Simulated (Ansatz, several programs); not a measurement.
An 8-atom cell of ZnSnP₂ (I-42d) from a materials database, relaxed with r2SCAN in Ansatz (plane waves, PAW): the symmetry is I-42d (No. 122, tetragonal); a = 5.650 Å, c = 11.327 Å in the conventional setting, 22.60 Å³ an atom. Zn is surrounded by 4 P at 2.38 Å; Sn is surrounded by 4 P at 2.52 Å; P is surrounded by 2 Zn at 2.38 Å and 2 Sn at 2.52 Å. The cell was then scaled with its shape and fractional coordinates held, which makes it stiffer than a relaxed compression. Calculated for a static, non-magnetic cell.

| V (Å³/atom) | E (meV/atom) |
| --- | --- |
| 21.247 | 21.43 |
| 22.603 | 0.00 |
| 23.281 | 4.57 |
| 23.959 | 17.28 |

(1) Pass a cubic E = c₀ + c₁u + c₂u² + c₃u³, with u = V − 22.773 Å³, through these points.

(2) Where is the minimum, and what bulk modulus follows?

(3) Predict the energy and the pressure at the withheld volume, 21.925 Å³.

## Answers

(1) c₀ = 0.30, c₁ = +3.489, c₂ = 10.107, c₃ = -0.8222 (meV and Å³).

(2) dE/du = 0 at u = -0.169, so V₀ = 22.60 Å³. B = V₀ d²E/dV² = 22.60 × (2c₂ + 6c₃u) = 22.60 × 21.048 = 476 meV/Å³, and 1 meV/Å³ is 0.16022 GPa: 76 GPa. A third-order Birch-Murnaghan fit to all five points gives 22.60 Å³ and 76 GPa.

(3) With u = -0.848: E ≈ 5.11 meV and P = −dE/dV ≈ +2.47 GPa. The run gives 5.04 meV and, from its stress, +2.46 GPa.
